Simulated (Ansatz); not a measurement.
## What a trial cell of W₂S relaxes into

Level of theory: Ansatz 0.2.0, DFT PBE, scalar-relativistic, plane waves, PAW.

W₂S was placed on the AlB2 structure type (P6/mmm, No. 191), with S in place of Al, W in place of B, at a guessed volume.

Input of the last, converged step (default PAW datasets):

```yaml
crystal:
  lattice:
    - [4.4893673994, 0.0, 0.0]
    - [-2.2446836997, 3.8879062148, 0.0]
    - [0.0, 0.0, 2.8544119994]
  atoms:
    - { symbol: W, position: [0.3333333333, 0.6666666667, 0.5] }
    - { symbol: W, position: [0.6666666667, 0.3333333333, 0.5] }
    - { symbol: S, position: [0.0, 0.0, 0.0] }
basis:
  ecutwfc: 420
kpoints:
  mp_grid: { grid: [12, 12, 16] }
hamiltonian:
  xc: pbe
scf:
  occupations: { method: gaussian, width: 0.1 }
output:
  forces: true
  stress: true
  eigenvalues: true
relax:
  adjacent_minimum: "off"
  f_tol: 0.01
  max_steps: 80
  cell: { stress_tol: 0.05 }
```

Launched as:

```bash
ansatz run input.yaml --threads 1 --pin off --max-ram 2560MiB --backend cpu --events-out ev --progress --plain --runs-dir out
```

The run took 45 s on 1 thread of Arm Neoverse V1, on a shared host, peak memory 0.43 GiB.

End of the output:

```
SCF converged after 8 iterations
Free energy (F): -21668.182660 eV
Harris-Foulkes:  -21668.182660 eV  (|F-HF|=7.28e-12)
Internal energy: -21668.170207 eV  (E = F + TS)
E sigma→0 (E₀):  -21668.176433 eV
Entropy (-TS):   -0.012454 eV (-4.151 meV/atom)
Fermi energy:    17.534643 eV
--- Per-component energies (eV) ---
  E_band       = -238.394414
  E_kinetic    = 1003.021071
  E_local      = -1675.324729  (includes V_loc(G=0)·N_el)
  E_nonlocal   = 35.855282
  E_hartree    = 607.598833
  E_xc         = -628.098858
  E_vxc        = -561.464479  (∫ρ·V_xc dr)
  E_paw        = -17726.036376  (= ΣΔE_a)
  E_vpaw       = -255.679103  (= ΣTr[D̂ρ^β])
  E_aug_tail   = -0.000121  (compensation charges beyond the density's cutoff)
  E_ewald      = -3285.185309
  E_smearing   = -0.012454  (= −TS)
  E_closure    = 0.000000  (closes the sum)
  Σ components = -21668.182660   (vs F -21668.182660, Δ=0.00e0)
--- Forces (eV/Å), atoms counted from 1 ---
  atom   1  W      0.00000000     0.00000000     0.00000000
  atom   2  W      0.00000000     0.00000000     0.00000000
  atom   3  S      0.00000000     0.00000000     0.00000000
  max |Σ_I F_I| component: 4.63e-18 eV/Å
--- Stress (GPa, compression-positive) ---
       -0.041003       0.000000       0.000000
        0.000000      -0.041003       0.000000
        0.000000       0.000000      -0.029684
  P = ⅓ Tr σ = -0.0372 GPa (-0.372 kbar)
--- Relaxed structure (3 steps of the walk, 3 accepted, 1 SCFs on fresh bases) ---
  F+E_penalty+E_count = -21668.18266016 eV   max|allowed force component| = 1.480e-16 eV/Å   (the final SCF, on the basis selected at the relaxed cell)
  cell:  # Å, volume = 49.8461 Å³
    - [4.497629, 0.0, 0.0]
    - [-2.248815, 3.895061, 0.0]
    - [0.0, 0.0, 2.845335]
  atoms:
    - { symbol: W, position: [0.333333, 0.666667, 0.5] }
    - { symbol: W, position: [0.666667, 0.333333, 0.5] }
    - { symbol: S, position: [0.000000, 0.000000, 0.0] }
```

Absolute energies hang on the potentials; compare differences alone.

The result has space group P6/mmm (No. 191). W has 3 W at 2.60 Å, 2 W at 2.85 Å and 6 S at 2.96 Å; S is coordinated by 2 S at 2.85 Å and 12 W at 2.96 Å.

Against the elements it lies at 1.18 eV/atom. Energies over the elements count from the elements' standard structures at the same level, with no empirical corrections.

For metals, differences of a few meV/atom aren't resolved. Spin–orbit coupling is left out.

A structure relaxed within its symmetry needn't be a true minimum.